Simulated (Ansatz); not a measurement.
# MoS2: stress in a strained cell

MoS2 is deformed so: equal xy, yz and zx engineering shear strains of +3 %. What stress and forces result, by LAPW, PAW and all-electron datasets made for the crystal?

Program: Ansatz 0.2.0. Level of theory: DFT PBE, scalar-relativistic. These are calculated values, not measurements.

### Step 1. Starting point

Symmetry: P6_3/mmc, No. 194, hexagonal system. Conventional cell: a = 3.161 Å, b = 3.161 Å, c = 12.295 Å, α = 90.00°, β = 90.00°, γ = 120.00°. Mo (site symmetry -6m2) has 6 S at 2.37 Å as nearest neighbours. S (site symmetry 3m) has 3 Mo at 2.37 Å as nearest neighbours.

Structure file:

```cif
data_structure
_symmetry_space_group_name_H-M 'P6_3/mmc'
_symmetry_Int_Tables_number 194
_cell_length_a 3.1610
_cell_length_b 3.1610
_cell_length_c 12.2950
_cell_angle_alpha 90.000
_cell_angle_beta 90.000
_cell_angle_gamma 120.000
_cell_volume 106.39
loop_
_atom_site_label
_atom_site_type_symbol
_atom_site_symmetry_multiplicity
_atom_site_Wyckoff_symbol
_atom_site_fract_x
_atom_site_fract_y
_atom_site_fract_z
_atom_site_occupancy
Mo1 Mo 2 c 0.33333 0.66667 0.25000 1
S1 S 4 f 0.33333 0.66667 0.62750 1
```

The file gives the conventional cell by its symmetry; the runs use the cell typed in the input.

Atoms are numbered in the order of the input: Mo1, Mo2, S3, S4, S5, S6.

### Step 2. After the deformation

Space group P6_3/mmc before, P-1 after.

### Step 3. Full-potential LAPW

input.yaml

```yaml
crystal:
  lattice:
    - [3.1610016016, 0.047415024, 0.047415024]
    - [-1.5394381855, 2.7138001764, 0.0173551033]
    - [0.184425, 0.184425, 12.295]
  atoms:
    - { symbol: Mo, position: [0.3333333333, 0.6666666667, 0.25] }
    - { symbol: Mo, position: [0.6666666667, 0.3333333333, 0.75] }
    - { symbol: S, position: [0.3333333333, 0.6666666667, 0.6275] }
    - { symbol: S, position: [0.6666666667, 0.3333333333, 0.1275] }
    - { symbol: S, position: [0.3333333333, 0.6666666667, 0.8725] }
    - { symbol: S, position: [0.6666666667, 0.3333333333, 0.3725] }
kpoints:
  mp_grid: { grid: [10, 10, 3] }
  band_path:
    path:
      - [0.0, 0.0, 0.0]
      - [0.0, -0.5, 0.0]
      - [0.0, 0.0, 0.5]
      - [0.0, 0.0, 0.0]
      - [-0.5, 0.0, 0.0]
      - [-0.5, 0.5, -0.5]
      - [0.0, 0.0, 0.0]
      - [-0.5, 0.0, -0.5]
      - [-0.5, 0.5, 0.0]
    npoints: 5
scf:
  occupations: { method: fermi_dirac, width: 0.03 }
hamiltonian:
  xc: pbe
  pseudopotentials: { kind: all_electron, lapw: { basis_error: 0.001 } }
output:
  forces: true
  stress: true
  eigenvalues: true
```

Run with:

```
> ansatz run input.yaml --threads 2 --pin off --max-ram 6144MiB --backend cpu --events-out ev --progress --plain --runs-dir out
```

### Step 4. PAW on the default files

input.yaml, as its differences from that of step 3:

```diff
@@ -14,14 +14,2 @@
   mp_grid: { grid: [10, 10, 3] }
-  band_path:
-    path:
-      - [0.0, 0.0, 0.0]
-      - [0.0, -0.5, 0.0]
-      - [0.0, 0.0, 0.5]
-      - [0.0, 0.0, 0.0]
-      - [-0.5, 0.0, 0.0]
-      - [-0.5, 0.5, -0.5]
-      - [0.0, 0.0, 0.0]
-      - [-0.5, 0.0, -0.5]
-      - [-0.5, 0.5, 0.0]
-    npoints: 5
 scf:
@@ -30,3 +18,3 @@
   xc: pbe
-  pseudopotentials: { kind: all_electron, lapw: { basis_error: 0.001 } }
+  pseudopotentials: { kind: paw }
 output:
@@ -35 +23,6 @@
   eigenvalues: true
+  efg: { contact_densities: true }
+  write_density: true
+  write_potential: true
+  elf: true
+  volumetric_format: npy
```

### Step 5. Datasets made for this crystal

input.yaml, as its differences from that of step 4:

```diff
@@ -18,3 +18,3 @@
   xc: pbe
-  pseudopotentials: { kind: paw }
+  pseudopotentials: { kind: all_electron, datasets: crystal }
 output:
@@ -24,5 +24 @@
   efg: { contact_densities: true }
-  write_density: true
-  write_potential: true
-  elf: true
-  volumetric_format: npy
```

(Steps that only read results are left out.)

Before running it: what results should come out? Wanted: pressure; largest shear or deviatoric stress.

As calculated:

| quantity | value |
| --- | --- |
| pressure | LAPW 9.39, PAW 9.37, crystal datasets 9.39 GPa |
| largest shear or deviatoric stress (LAPW) | 4.51 GPa |

In words: The largest part of the stress beyond the pressure is 4.51 GPa in size; the atoms are carried along and not relaxed. No run of the undeformed cell stands beside it, so the pressure holds what the given cell had before the change. PAW: stress within 0.02 GPa of LAPW, forces within 1 meV/Å. Crystal datasets: stress within 0.01 GPa of LAPW, forces within 1 meV/Å.
